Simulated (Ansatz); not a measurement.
**Property card for Ti**

Method: Ansatz, DFT PBE, scalar-relativistic, plane waves, PAW.

Cutoff 420 eV; k points 12×12×14 on the computed 3-atom cell (Γ-centred); Gaussian smearing, width 0.10 eV; no spin polarisation.

The structure is relaxed at this level of theory with its symmetry kept. This form isn't the element's structure at ambient conditions.

```cif
data_structure
_symmetry_space_group_name_H-M 'P6/mmm'
_symmetry_Int_Tables_number 191
_cell_length_a 4.5798
_cell_length_b 4.5798
_cell_length_c 2.8314
_cell_angle_alpha 90.000
_cell_angle_beta 90.000
_cell_angle_gamma 120.000
_cell_volume 51.43
loop_
_atom_site_label
_atom_site_type_symbol
_atom_site_symmetry_multiplicity
_atom_site_Wyckoff_symbol
_atom_site_fract_x
_atom_site_fract_y
_atom_site_fract_z
_atom_site_occupancy
Ti1 Ti 1 a 0.00000 0.00000 0.00000 1
Ti2 Ti 2 d 0.33333 0.66667 0.50000 1
```

| Quantity | Value |
| --- | --- |
| Space group | P6/mmm (No. 191) |
| Volume per atom | 17.14 Å³ |
| Formation energy from the elements' standard states (uncorrected) | -0.006 eV/atom |
| Kohn–Sham band gap | none (metal) |
| Density of states at the Fermi level | 2.37 states/eV per cell |
| Löwdin character within 0.5 eV of the Fermi level | Ti 3d 90 %, unprojected 5 % |
| Bulk modulus | 112 GPa |
| Its pressure derivative | 3.6 |
| Bader charges (e) | Ti (1 in the cell) 0.49, Ti (2 in the cell) -0.25 |

Cost: 9 runs of about 4.9 core-minutes in all, on Arm Neoverse V1 (shared hosts).